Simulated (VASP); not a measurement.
# Zn (Im-3m) in VASP: further runs

Aim: see how the results for Zn move with the level of theory and the settings. Levels: PBE, BEEF-vdW. Tasks: single point, relaxation of the atoms.

Everything below comes from runs of VASP 6.6.1. Logs are shortened: lines on timing, memory, paths and dates and some standing lists are left out, and cuts for length are marked.

## 1. The crystal as given

The structure is cubic, space group Im-3m (No. 229). Conventional cell: a = 3.138 Å, b = 3.138 Å, c = 3.138 Å, α = 90.00°, β = 90.00°, γ = 90.00°. Zn (site symmetry m-3m) is surrounded by 8 Zn at 2.72 Å.

This isn't the form of Zn at room conditions, which is hcp.

## 2. Single point, PBE

INCAR reads:

```
SYSTEM = Zn
PREC = Accurate
ENCUT = 520
EDIFF = 1E-6
ISMEAR = 0
SIGMA = 0.05
LREAL = .FALSE.
LASPH = .TRUE.
NELM = 100
ALGO = Fast
ISIF = 2
LWAVE = .FALSE.
LCHARG = .TRUE.
GGA = PE
LELF = .TRUE.
LVHAR = .TRUE.
```

KPOINTS reads:

```
Automatic mesh
0
G
  12 12 12
  0 0 0
```

POSCAR reads:

```
Zn
1.0
   -1.5690370000      1.5690370000      1.5690370000
    1.5690370000     -1.5690370000      1.5690370000
    1.5690370000      1.5690370000     -1.5690370000
Zn
1
Direct
    0.0000000000      0.0000000000      0.0000000000
```

Potentials or basis: VASP PAW PBE potentials, release 54 (Zn).

The run is started by

```bash
$ cat potpaw_PBE.54/Zn/POTCAR > POTCAR
$ mpirun -np 1 vasp_std > vasp.out
```

OUTCAR:

```text
SYSTEM = Zn
   PREC = Accurate
   ENCUT = 520
   EDIFF = 1E-6
   ISMEAR = 0
   LREAL = .FALSE.
   LASPH = .TRUE.
   NELM = 100
   ISIF = 2
   GGA = PE

 ion  position               nearest neighbor table
   1  0.000  0.000  0.000-

  LATTYP: Found a body centered cubic cell.
 ALAT       =     3.1380740000

  Lattice vectors:

 A1 = (  -1.5690370000,   1.5690370000,   1.5690370000)
 A2 = (   1.5690370000,  -1.5690370000,   1.5690370000)
 A3 = (   1.5690370000,   1.5690370000,  -1.5690370000)

Analysis of symmetry for initial positions (statically):
=====================================================================
 Subroutine PRICEL returns:
 Original cell was already a primitive cell.

 Routine SETGRP: Setting up the symmetry group for a
 body centered cubic supercell.

 Subroutine GETGRP returns: Found 48 space group operations
 (whereof 48 operations were pure point group operations)
 out of a pool of 48 trial point group operations.

The static configuration has the point symmetry O_h .

Analysis of symmetry for dynamics (positions and initial velocities):
=====================================================================
 Subroutine PRICEL returns:
 Original cell was already a primitive cell.

 Routine SETGRP: Setting up the symmetry group for a
 body centered cubic supercell.

 Subroutine GETGRP returns: Found 48 space group operations
 (whereof 48 operations were pure point group operations)
 out of a pool of 48 trial point group operations.

The dynamic configuration has the point symmetry O_h .

 Subroutine INISYM returns: Found 48 space group operations
 (whereof 48 operations are pure point group operations),
 and found     1 'primitive' translations

----------------------------------------------------------------------------------------

                                     Primitive cell

  volume of cell :      15.4511

  direct lattice vectors                    reciprocal lattice vectors
    -1.569037000  1.569037000  1.569037000     0.000000000  0.318666800  0.318666800
     1.569037000 -1.569037000  1.569037000     0.318666800  0.000000000  0.318666800
     1.569037000  1.569037000 -1.569037000     0.318666800  0.318666800  0.000000000

  length of vectors
     2.717651803  2.717651803  2.717651803     0.450662911  0.450662911  0.450662911

  position of ions in fractional coordinates (direct lattice)
     0.000000000  0.000000000  0.000000000

  ion indices of the primitive-cell ions
   primitive index   ion index
                 1           1

----------------------------------------------------------------------------------------

 KPOINTS: Automatic mesh

Automatic generation of k-mesh.
 Grid dimensions read from file:
 generate k-points for:   12   12   12

 Generating k-lattice:

  Cartesian coordinates                     Fractional coordinates (reciprocal lattice)
     0.000000000  0.026555567  0.026555567     0.083333333  0.000000000  0.000000000
     0.026555567  0.000000000  0.026555567     0.000000000  0.083333333  0.000000000
     0.026555567  0.026555567  0.000000000     0.000000000  0.000000000  0.083333333

  Length of vectors
     0.037555243  0.037555243  0.037555243

  Shift w.r.t. Gamma in fractional coordinates (k-lattice)
     0.000000000  0.000000000  0.000000000

 Subroutine IBZKPT returns following result:
 ===========================================

 Found     72 irreducible k-points:

 Following reciprocal coordinates:
            Coordinates               Weight
  0.000000  0.000000  0.000000      1.000000
  0.083333  0.000000  0.000000     12.000000
  0.166667  0.000000  0.000000     12.000000
  0.250000  0.000000  0.000000     12.000000
  0.333333  0.000000  0.000000     12.000000
  0.416667  0.000000  0.000000     12.000000
[... 42 lines left out ...]
 -0.250000  0.250000  0.166667     24.000000
 -0.333333  0.333333  0.166667     24.000000
 [... further k-points ...]
   k-points           NKPTS =     72   k-points in BZ     NKDIM =     72   number of bands    NBANDS=     10
   number of dos      NEDOS =    301   number of ions     NIONS =      1
   total plane-waves  NPLWV =   8000
   dimension x,y,z NGX =    20 NGY =   20 NGZ =   20
   dimension x,y,z NGXF=    40 NGYF=   40 NGZF=   40
   ions per type =               1
   NGX,Y,Z   is equivalent  to a cutoff of  12.23, 12.23, 12.23 a.u.
   NGXF,Y,Z  is equivalent  to a cutoff of  24.47, 24.47, 24.47 a.u.
 SYSTEM =  Zn
   PREC   = accura    normal or accurate (medium, high low for compatibility)
   ISTART =      0    job   : 0-new  1-cont  2-samecut
   ICHARG =      2    charge: 1-file 2-atom 10-const
   ISPIN  =      1    spin polarized calculation?
   LNONCOLLINEAR =      F non collinear calculations
   LSORBIT =      F    spin-orbit coupling
   LASPH  =      T    aspherical Exc in radial PAW
   ENCUT  =  520.0 eV  38.22 Ry    6.18 a.u.   5.05  5.05  5.05*2*pi/ulx,y,z
   NELM   =    100;   NELMIN=  2; NELMDL= -5     # of ELM steps
[... 62 lines left out ...]
      4      -4.6679      2.00000
      5      -4.1714      2.00000
      6      -4.1714      2.00000
      7      22.0502      0.00000
      8      22.0502      0.00000
      9      22.0503      0.00000
     10      23.8005      0.00000

 k-point     2 :       0.0833    0.0000    0.0000
  band No.  band energies     occupation
      1      -7.0301      2.00000
      2      -4.6881      2.00000
      3      -4.6629      2.00000
      4      -4.6170      2.00000
      5      -4.1900      2.00000
      6      -4.1701      2.00000
      7      19.2967      0.00000
      8      20.6439      0.00000
      9      21.1258      0.00000
     10      22.4604      0.00000

 k-point     3 :       0.1667    0.0000    0.0000
  band No.  band energies     occupation
      1      -6.4031      2.00000
      2      -4.7432      2.00000
      3      -4.6339      2.00000
      4      -4.4751      2.00000
      5      -4.2256      2.00000
      6      -4.1661      2.00000
      7      15.1018      0.00000
      8      18.6153      0.00000
      9      19.3876      0.00000
     10      20.9544      0.00000

 k-point     4 :       0.2500    0.0000    0.0000
  band No.  band energies     occupation
      1      -5.5915      2.00000
      2      -4.8180      2.00000
      3      -4.3825      2.00000
      4      -4.2735      2.00000
      5      -4.2389      2.00000
      6      -4.1591      2.00000
      7      11.1237      0.00000
      8      16.8503      0.00000
      9      17.8475      0.00000
     10      19.7936      0.00000

 k-point     5 :       0.3333    0.0000    0.0000
  band No.  band energies     occupation
      1      -5.2834      2.00000
      2      -4.8925      2.00000
      3      -4.2282      2.00000
      4      -4.1503      2.00000
      5      -4.0623      2.00000
      6      -3.2094      2.00000
      7       7.4915      0.00000
      8      15.5006      0.00000
      9      16.6953      0.00000
     10      18.9822      0.00000

 k-point     6 :       0.4167    0.0000    0.0000
  band No.  band energies     occupation
      1      -5.2877      2.00000
      2      -4.9467      2.00000
      3      -4.2069      2.00000
      4      -4.1428      2.00000
      5      -3.9008      2.00000
      6      -1.3090      2.00000
      7       4.2726      0.00000
      8      14.6504      0.00000
      9      15.9866      0.00000
     10      18.5044      0.00000
[... 391 lines left out ...]
 k-point    37 :      -0.3333    0.4167    0.0833
  band No.  band energies     occupation
      1      -5.0876      2.00000
      2      -4.8051      2.00000
      3      -4.4269      2.00000
      4      -4.2643      2.00000
      5      -4.0114      2.00000
      6      -1.6203      2.00000
      7       6.3703      0.00000
      8      11.3079      0.00000
      9      16.1152      0.00000
     10      19.7562      0.00000

 k-point    38 :      -0.2500    0.4167    0.0833
  band No.  band energies     occupation
      1      -4.9766      2.00000
      2      -4.7682      2.00000
      3      -4.5198      2.00000
      4      -4.3122      2.00000
      5      -4.0692      2.00000
      6      -1.7927      2.00000
      7       8.5056      0.00000
      8       8.8659      0.00000
      9      17.1850      0.00000
     10      19.2132      0.00000

 k-point    39 :       0.5000    0.5000    0.0833
  band No.  band energies     occupation
      1      -5.2388      2.00000
      2      -4.9061      2.00000
      3      -4.2546      2.00000
      4      -4.2307      2.00000
      5      -3.8454      2.00000
      6       0.7661      2.00000
      7       2.2253      2.00000
      8      13.1948      0.00000
      9      14.9474      0.00000
     10      19.8492      0.00000

 k-point    40 :      -0.4167    0.5000    0.0833
  band No.  band energies     occupation
      1      -5.1330      2.00000
      2      -4.8365      2.00000
      3      -4.3901      2.00000
      4      -4.2502      2.00000
      5      -3.9060      2.00000
      6       0.4966      2.00000
      7       3.3912      0.00000
      8      10.8274      0.00000
      9      15.6525      0.00000
     10      19.6725      0.00000

 [... further k-points ...]

------------------------ aborting loop because EDIFF is reached ----------------------------------------

  FORCE on cell =-STRESS in cart. coord.  units (eV):
  Direction    XX          YY          ZZ          XY          YZ          ZX
  --------------------------------------------------------------------------------------
  -------------------------------------------------------------------------------------
  Total       -0.0016093     -0.0016093     -0.0016093      0.0000000      0.0000000      0.0000000
  in kB       -0.1668781     -0.1668781     -0.1668781      0.0000000      0.0000000      0.0000000
  external PRESSURE =      -0.1668781 kB  Pullay stress =       0.0000000 kB

 VOLUME and BASIS-vectors are now :
 -----------------------------------------------------------------------------
  energy-cutoff  :      520.00
  volume of cell :       15.45
      direct lattice vectors                 reciprocal lattice vectors
    -1.569037000  1.569037000  1.569037000     0.000000000  0.318666800  0.318666800
     1.569037000 -1.569037000  1.569037000     0.318666800  0.000000000  0.318666800
     1.569037000  1.569037000 -1.569037000     0.318666800  0.318666800  0.000000000

 POSITION                                       TOTAL-FORCE (eV/Angst)
 -----------------------------------------------------------------------------------
      0.00000      0.00000      0.00000        -0.000000     -0.000000     -0.000000
 -----------------------------------------------------------------------------------
    total drift:                                0.000000      0.000000      0.000000

  FREE ENERGIE OF THE ION-ELECTRON SYSTEM (eV)
  ---------------------------------------------------
  free  energy   TOTEN  =        -1.0167371564 eV

  energy  without entropy=       -1.0159110449  energy(sigma->0) =       -1.01632410
```

It took 9.8 s on 1 thread of Intel Xeon Platinum 8375C at 2.90GHz (Ice Lake), shared host; peak memory 0.13 GiB.

What came out:

| Item | Value |
| --- | --- |
| Free energy | -1.0167 eV |
| Pressure | 0.0 GPa |
| Band gap on the k mesh | none (metal or under the smearing width) |

Levels at points of the mesh, in eV from the Fermi level:
```csv
k point,band 2,band 3,band 4,band 5,band 6,band 7,band 8,band 9,band 10
"(0.00, 0.00, 0.00)",-7.71,-7.71,-7.71,-7.21,-7.21,19.01,19.01,19.01,20.76
"(0.50, 0.00, 0.00)",-8.01,-7.24,-7.18,-6.88,-2.60,-0.95,11.32,12.71,15.31
"(0.50, 0.50, 0.50)",-8.26,-6.96,-6.96,-6.96,4.23,4.23,4.23,7.49,8.58
```

## 3. Single point, PBE

run.py reads:

```python
from ase.calculators.vasp import Vasp
from ase.dft.bandgap import bandgap
from ase.io import read

atoms = read('Zn.xyz')
calc = Vasp(
    directory='calc',
    xc='pbe',
    pp='PBE',
    setups='recommended',
    pp_version='54',
    prec='Accurate',
    encut=520,
    ediff=1e-06,
    ismear=0,
    sigma=0.05,
    lreal=False,
    lasph=True,
    nelm=80,
    algo='Fast',
    isif=2,
    lwave=False,
    lcharg=False,
    kpts=[12, 12, 12],
    gamma=True,
)
atoms.calc = calc

print('energy (eV):', atoms.get_potential_energy())
print('free energy (eV):', atoms.get_potential_energy(force_consistent=True))
print('forces (eV/A):')
print(atoms.get_forces())
print('stress (eV/A^3, Voigt):', atoms.get_stress())
print('Fermi level (eV):', calc.get_fermi_level())
gap, top, bottom = bandgap(calc)
print('band gap (eV):', gap, 'from (spin, k, band)', top, 'to', bottom)
```

Zn.xyz reads:

```xyz
1
Lattice="-1.5690370000 1.5690370000 1.5690370000 1.5690370000 -1.5690370000 1.5690370000 1.5690370000 1.5690370000 -1.5690370000" Properties=species:S:1:pos:R:3 pbc="T T T"
Zn     0.0000000000      0.0000000000      0.0000000000
```

Potentials or basis: VASP PAW PBE potentials, release 54 (Zn).

The run is started by

```bash
$ python run.py
```

Wall time 14 s (1 thread of Intel Xeon Platinum 8375C at 2.90GHz (Ice Lake), shared host); peak memory 0.13 GiB.

It converged, with:

```
Free energy            : -1.0167 eV
Pressure               : 0.0 GPa
Band gap on the k mesh : none (metal or under the smearing width)
```

Levels at points of the mesh, in eV from the Fermi level:
```tsv
k point	band 3	band 4	band 5	band 6	band 7	band 8	band 9	band 10
(0.00, 0.00, 0.00)	-7.71	-7.71	-7.21	-7.21	19.01	19.01	19.01	20.76
(0.50, 0.00, 0.00)	-7.24	-7.18	-6.88	-2.60	-0.95	11.32	12.71	15.31
(0.50, 0.50, 0.50)	-6.96	-6.96	-6.96	4.23	4.23	4.23	7.49	8.58
```

## 4. Relaxation of the atoms, BEEF-vdW, collinear spin, random start (volume scaled by 0.92)

run.py reads:

```python
from ase.calculators.vasp import Vasp
from ase.io import read
from ase.optimize import BFGS

atoms = read('Zn.cif')
atoms.set_initial_magnetic_moments([-0.24])
calc = Vasp(
    directory='calc',
    xc='beef-vdw',
    pp='PBE',
    setups='recommended',
    prec='Accurate',
    encut=520,
    ediff=1e-05,
    ismear=-1,
    sigma=0.1,
    lreal=False,
    lasph=True,
    nelm=60,
    algo='Fast',
    isif=2,
    lwave=False,
    lcharg=False,
    ispin=2,
    lorbit=11,
    isym=1,
    kpts=[12, 12, 12],
    gamma=True,
)
atoms.calc = calc
opt = BFGS(atoms, trajectory='relax.traj')
converged = opt.run(fmax=0.01, steps=40)
print('converged:', converged)

print('energy (eV):', atoms.get_potential_energy())
print('free energy (eV):', atoms.get_potential_energy(force_consistent=True))
print('forces (eV/A):')
print(atoms.get_forces())
print('stress (eV/A^3, Voigt):', atoms.get_stress())
print('Fermi level (eV):', calc.get_fermi_level())
print('moment (muB):', atoms.get_magnetic_moment())
print('site moments (muB):', atoms.get_magnetic_moments())
print('cell (A, degrees):', atoms.cell.cellpar())
print('volume (A^3):', atoms.get_volume())
print('scaled positions:')
print(atoms.get_scaled_positions())
```

Zn.cif reads:

```cif
data_Zn
_cell_length_a 2.64315778
_cell_length_b 2.64315778
_cell_length_c 2.64315778
_cell_angle_alpha 109.47122063
_cell_angle_beta 109.47122063
_cell_angle_gamma 109.47122063
_space_group_name_H-M_alt 'P1'
_space_group_name_Hall 'P 1'
_space_group_IT_number 1
loop_
_space_group_symop_operation_xyz
'x,y,z'
loop_
_atom_site_label
_atom_site_type_symbol
_atom_site_symmetry_multiplicity
_atom_site_Wyckoff_symbol
_atom_site_fract_x
_atom_site_fract_y
_atom_site_fract_z
_atom_site_occupancy
Zn1 Zn 1 a 0.0000000000 0.0000000000 0.0000000000 1
```

Potentials or basis: VASP PAW PBE potentials, release 64 (Zn).

The run is started by

```bash
$ python run.py
```

It took 34 s on 1 thread of Intel Xeon Platinum 8375C at 2.90GHz (Ice Lake), shared host; peak memory 0.24 GiB.

Results (log left out):

```yaml
Free_energy: 2.1570 eV
Pressure_after_relaxing: 8.2 GPa
Band_gap_on_the_k_mesh: none (metal or under the smearing width)
Net_moment: 0.00 μB per cell
Valence_electrons_inside_the_program's_atomic_spheres: Zn 10.81
```

Final structure:
```cif
data_structure
_symmetry_space_group_name_H-M 'P 1'
_symmetry_Int_Tables_number 1
_cell_length_a 2.6432
_cell_length_b 2.6432
_cell_length_c 2.6432
_cell_angle_alpha 109.471
_cell_angle_beta 109.471
_cell_angle_gamma 109.471
_cell_volume 14.22
loop_
_atom_site_label
_atom_site_type_symbol
_atom_site_fract_x
_atom_site_fract_y
_atom_site_fract_z
_atom_site_occupancy
Zn1 Zn 0.00000 0.00000 0.00000 1
```

Levels at points of the mesh, in eV from the Fermi level:
Spin up:
```tsv
k point	band 3	band 4	band 5	band 6	band 7	band 8	band 9	band 10
(0.00, 0.00, 0.00)	-8.29	-8.29	-7.73	-7.73	20.33	20.33	20.33	21.50
(0.50, 0.00, 0.00)	-7.76	-7.70	-7.35	-2.98	-0.93	11.97	13.25	15.97
(0.50, 0.50, 0.50)	-7.44	-7.44	-7.44	4.34	4.34	4.34	8.37	8.82
```
Spin down:
```
           k point  band 2  band 3  band 4  band 5  band 6  band 7  band 8  band 9  band 10
(0.00, 0.00, 0.00)   -8.29   -8.29   -8.29   -7.73   -7.73   20.33   20.33   20.33    21.50
(0.50, 0.00, 0.00)   -8.63   -7.76   -7.70   -7.36   -2.98   -0.93   11.97   13.25    15.97
(0.50, 0.50, 0.50)   -8.92   -7.44   -7.44   -7.44    4.34    4.34    4.34    8.37     8.82
```

Caveat: the relaxation stopped at its first step, so nothing moved; the PAW data sets were made with another functional, which shifts forces and pressure a little.

## 5. The runs side by side

| task | level | potentials or basis | spin | cell | smearing | further INCAR settings | optimiser | other keys | gap on the mesh (eV) | pressure (GPa) |
| --- | --- | --- | --- | --- | --- | --- | --- | --- | --- | --- |
| single point | PBE | VASP PAW PBE potentials, release 54 (Zn) | off | as given | gaussian 0.05 eV | ALGO = Fast; EDIFF = 1e-06 | - | - | none | 0.0 |
| single point | PBE | VASP PAW PBE potentials, release 54 (Zn) | off | as given | gaussian 0.05 eV | ALGO = Fast; EDIFF = 1.00e-06 | - | - | none | 0.0 |
| relaxation of the atoms | BEEF-vdW | VASP PAW PBE potentials, release 64 (Zn) | collinear, random start | atoms relaxed from: volume scaled by 0.92 | fermi-dirac 0.1 eV | ALGO = Fast; EDIFF = 1.00e-05; ISYM = 1 | BFGS | EDIFF = 1e-05; ISYM = 1 | none | 8.2 |

Alike in all rows: k mesh 12 × 12 × 12; cutoff (eV) 520.

Caveats: the relaxation stopped at its first step, so nothing moved (some runs); the PAW data sets were made with another functional, which shifts forces and pressure a little (some runs).

Total energies depend on the potentials used, so only differences within one code and one set of settings carry meaning.
